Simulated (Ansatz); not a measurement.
Here is an Ansatz 0.2.0 calculation.

The input input:

```
crystal:
  lattice:
    - [4.54673, 0.0, 0.0]
    - [-2.27337, 3.93758, 0.0]
    - [0.0, 0.0, 2.75393]
  atoms:
    - { symbol: Al, position: [0.33333, 0.66667, 0.5] }
    - { symbol: Al, position: [0.66667, 0.33333, 0.5] }
hamiltonian:
  xc: pbe0
  pseudopotentials: { kind: paw }
kpoints:
  mp_grid: { grid: [4, 4, 5] }
scf:
  occupations: { method: fermi_dirac, width: 0.05 }
output:
  forces: true
  stress: true
  eigenvalues: true
```

Estimate the band gap on the k mesh.

none (metal or under the smearing width).

What does it give for the pressure?

0.2 GPa.

Stress tensor (GPa, compression positive):
```
-0.58  0.00  0.00
 0.00 -0.58  0.00
 0.00  0.00  1.71
```

Caveat: the k mesh is coarse (spacing up to 0.46 Å⁻¹), so the values aren't converged, least of all with exact exchange; the PAW data sets come from PBE, with cores solved anew for the run's functional, which leaves a small shift of forces and pressure; the thresholds are loose for stress.
